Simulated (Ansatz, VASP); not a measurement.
# One calculation of SiC2, two programs

INCAR

```
PREC = Accurate
ENCUT = 520
EDIFF = 1E-6
ISMEAR = 0
SIGMA = 0.1
LREAL = F
LASPH = T
NELM = 100
ALGO = Normal
ISIF = 2
LWAVE = F
LCHARG = F
GGA = PE
NBANDS = 21
```

Contents of KPOINTS:

```
regular mesh
0
Gamma
  6 6 2
```

The input POSCAR:

```
SiC2
1.0
    2.6634302900      0.0000000000      0.0000000000
   -1.3317151400      2.3065982900      0.0000000000
    0.0000000000      0.0000000000     13.2903114600
Si C
2 4
Direct
    0.3333333300      0.6666666700      0.7500000000
    0.6666666700      0.3333333300      0.2500000000
    0.3333333300      0.6666666700      0.0833333300
    0.3333333300      0.6666666700      0.4166666700
    0.6666666700      0.3333333300      0.5833333300
    0.6666666700      0.3333333300      0.9166666700
```

Input for Ansatz:

```yaml
crystal:
  lattice:
    - [2.66343029, 0.0, 0.0]
    - [-1.33171514, 2.30659829, 0.0]
    - [0.0, 0.0, 13.29031146]
  atoms:
    - { symbol: Si, position: [0.33333333, 0.66666667, 0.75] }
    - { symbol: Si, position: [0.66666667, 0.33333333, 0.25] }
    - { symbol: C, position: [0.33333333, 0.66666667, 0.08333333] }
    - { symbol: C, position: [0.33333333, 0.66666667, 0.41666667] }
    - { symbol: C, position: [0.66666667, 0.33333333, 0.58333333] }
    - { symbol: C, position: [0.66666667, 0.33333333, 0.91666667] }
basis:
  ecutwfc: 420
kpoints:
  mp_grid: { grid: [6, 6, 2] }
hamiltonian:
  xc: pbe
scf:
  occupations: { method: gaussian, width: 0.1 }
  lower_state_search: "off"
output:
  forces: true
  stress: true
  eigenvalues: true
```

Alike in both runs: task single point; functional PBE; k mesh 6 × 6 × 2; occupations gaussian, width 0.1 eV; no spin polarisation.

|  | VASP | Ansatz |
| --- | --- | --- |
| version | VASP 6.6.1 | Ansatz 0.2.0 |
| potentials or method | VASP PAW PBE potentials, release 64 (Si, C) | scalar-relativistic, plane waves, PAW |
| plane-wave cutoff (eV) | 520 | 420 |
| valence electrons in the cell | 24 | 24 |

Ansatz gave:

- gap on the k mesh at the Fermi level (eV): none
- pressure (GPa): -21.1
- largest component of the traceless stress (GPa): 7.06
- rms of the force components (eV/Å): 0.136

Question: What did VASP give for the same quantities?

Answer: gap on the k mesh at the Fermi level (eV): none; pressure (GPa): -21.0; largest component of the traceless stress (GPa): 7.06; rms of the force components (eV/Å): 0.136.

Atom by atom the forces differ by 0.000 eV/Å (rms over components). A gap of «none» marks a metal or a gap that the smearing closes. With one functional, cell and mesh, what is left measures potentials, basis and numerics.

Caveats: the k mesh is coarse (spacing up to 0.45 Å⁻¹), so the values aren't converged; so large a pressure means that the cell lies far from this level's equilibrium, or that cutoff or potentials fall short (VASP).
